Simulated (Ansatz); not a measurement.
Runs of Ansatz 0.2.0 on HfC. It takes space group Fm-3m (No. 225, cubic). The conventional cell has a = 4.650 Å, b = 4.650 Å, c = 4.650 Å, α = 90.00°, β = 90.00°, γ = 90.00°. Hf (site symmetry m-3m) has 6 C at 2.33 Å as nearest neighbours. Around C (site symmetry m-3m) lie 6 Hf at 2.33 Å. 

```csv
level,cutoff (eV),gap on the mesh (eV),pressure (GPa),relaxed volume (Å³/atom)
PBE,420,none,0.0,(b)
BLYP,420,none,0.0,(a)
PBEsol,420,none,0.0,12.23
LDA,420,none,0.0,11.95
RPBE,420,none,0.0,12.80
r2SCAN,500,none,0.0,12.50
revPBE,420,none,0.0,12.74
```

Alike in all rows: task relaxation of cell and atoms; potentials or basis Ansatz PAW; no spin polarisation; cell relaxed; k mesh 10 × 10 × 10; smearing fermi-dirac 0.05 eV.

Problem. Fill in the values left out.

Solution. (a) 12.98; (b) 12.58.

Caveats: the plane-wave basis is chosen anew once the cell has moved, so the energies of steps on either side of that aren't comparable; the PAW data sets come from PBE, with cores solved anew for the run's functional, which leaves a small shift of forces and pressure (some runs).

A k mesh can miss the band edges, and the runs leave out spin-orbit coupling on Hf.

A gap of «none» marks a metal or a gap under the smearing width.
